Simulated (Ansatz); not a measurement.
# Ti2C under changes of volume

One of the cells (13.194 Å³/atom); the others are scaled copies at fixed shape and fractional positions:

```
Ti C
1.0
     1.54070    0.88952    4.81377
    -1.54070    0.88952    4.81377
     0.00000   -1.77905    4.81377
Ti C
2 1
Direct
  0.75450 0.75450 0.75450
  0.24550 0.24550 0.24550
  0.50000 0.50000 0.50000
```

The cell comes from a database or a generator and needn't be the stable form of this composition.

```yaml
Program: Ansatz 0.2.0
Functional: LDA
Potentials_or_basis: Ansatz PAW
Cutoff: "420 eV (not typed: the program's choice for these potentials)"
k_mesh: 10 × 10 × 10
Occupations: fermi-dirac, width 0.05 eV
Spin: no spin polarisation
```

| volume (Å³/atom) | energy over the lowest point (meV/atom) | pressure (GPa) | largest force (eV/Å) |
| --- | --- | --- | --- |
| 12.403 | 0.58 | 2.6 | 0.330 |
| 12.667 | 0.00 | -1.7 | 0.075 |
| 12.931 | 6.28 | -5.7 | 0.160 |
| 13.194 | 18.74 | -9.3 | 0.377 |
| 13.458 | 36.77 | -12.5 | 0.577 |
| 13.722 | 59.81 | -15.3 | 0.762 |
| 13.986 | ? | ? | ? |

**Question.** What does the run at 13.986 Å³/atom give?

**Answer.** Energy over the lowest point 87.34 meV/atom; pressure -17.9 GPa; largest force 0.933 eV/Å.

Worked out: A Birch-Murnaghan fit of order 3 (a polynomial in V^(-2/3)) to the other rows has its minimum at 12.56 Å³/atom with B0 = V·E''(V) = 208 GPa and B' = 4.1 at fixed shape and positions, which overstates the stiffness. It gives 87.34 meV/atom at 13.986 Å³/atom, against the run's 87.34, and -dE/dV = -18.0 GPa, against -17.9.

Energies are extrapolated to zero smearing.

Caveats: the PAW data sets come from PBE, with cores solved anew for the run's functional, which leaves a small shift of forces and pressure.
